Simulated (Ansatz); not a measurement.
## Field gradients against strain in ZnS

```xyz
2
Lattice="0.0000 2.7046 2.7046 2.7046 0.0000 2.7046 2.7046 2.7046 0.0000" Properties=species:S:1:pos:R:3 pbc="T T T"
Zn    0.0000    0.0000    0.0000
S     4.0570    4.0570    4.0570
```

Atom numbers follow the list: Zn1, S2.

The cell is COD entry 9000107, as deposited and not checked against the literature; nothing was relaxed.

Computed with DFT, PBEsol, all-electron PAW with datasets made for the crystal, scalar-relativistic in Ansatz 0.2.0.

Settings: a Γ-centred 8×8×8 k mesh, Fermi–Dirac smearing of 0.01 eV, cutoff 280 eV (chosen by the program for this cell), no spin polarisation.

The strain is applied along the Cartesian axes of the cell as listed (the other components stay zero). Fractional coordinates are held (clamped ions).

The columns are Cartesian components of the electric field gradient at the nuclei, in 10²¹ V/m².

Only quantities that a quadratic follows smoothly over the whole series are listed; rougher ones are left out.

```
    εzz  Vzz at Zn1  Vzz at S2
-0.0200        0.38      -0.41
 0.0000        0.00       0.00
 0.0100       -0.18       0.21
 0.0200       -0.36       0.42
 0.0300       -0.53       0.63
```

Question: Fit the series and give the gradient–strain slopes.

Answer: Least-squares fits y = p0 + p1 x + p2 x² to the rows give Vzz at Zn1: p1 = -18.5, p2 = 25; Vzz at S2: p1 = 20.7, p2 = 8.1. The slopes p1 are in 10²¹ V/m² per unit strain, for clamped ions.

Question: One run, at εzz = -0.0100, is withheld. Predict its row.

Answer: The fits give 0.19, -0.21; the run gave 0.19, -0.21.
